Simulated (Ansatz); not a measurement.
Pb:

```xyz
1
Lattice="-1.9797 1.9797 1.9797 1.9797 -1.9797 1.9797 1.9797 1.9797 -1.9797" Properties=species:S:1:pos:R:3 pbc="T T T"
Pb    0.0000    0.0000    0.0000
```

This isn't the form of Pb at room conditions, which is fcc.

| Quantity | Value |
| --- | --- |
| Program | Ansatz 0.2.0 |
| Task | relaxation of cell and atoms |
| Functional | PBEsol |
| Potentials or basis | Ansatz PAW |
| Cutoff | 420 eV (not typed: the program's choice for these potentials) |
| k mesh | 9 × 9 × 9 |
| Occupations | fermi-dirac, width 0.05 eV |
| Spin | no spin polarisation |

At the start: volume 31.03 Å³/atom.

Problem. How do energy, volume and symmetry change on relaxing?

Solution. It ends after 4 steps and the volume is 29.65 Å³/atom (-4.5 %); space group Im-3m (No. 229, to 0.05 Å).

Step by step:
| step | energy change (eV) | largest force (eV/Å) | volume (Å³) |
| --- | --- | --- | --- |
| 1 | 0.0000 | 0.0000 | 31.03 |
| 2 | -0.0090 | 0.0000 | 29.68 |
| 3 | -0.0090 | 0.0000 | 29.65 |
| 4 | -0.0089 | 0.0000 | 29.65 |

Final structure:
```
CELL_PARAMETERS angstrom
-1.94977 1.94977 1.94977
1.94977 -1.94977 1.94977
1.94977 1.94977 -1.94977
ATOMIC_POSITIONS crystal
Pb 0.00000 0.00000 0.00000
```

Caveat: the plane-wave basis is chosen anew once the cell has moved, so the energies of steps on either side of that aren't comparable; the PAW data sets come from PBE, with cores solved anew for the run's functional, which leaves a small shift of forces and pressure.
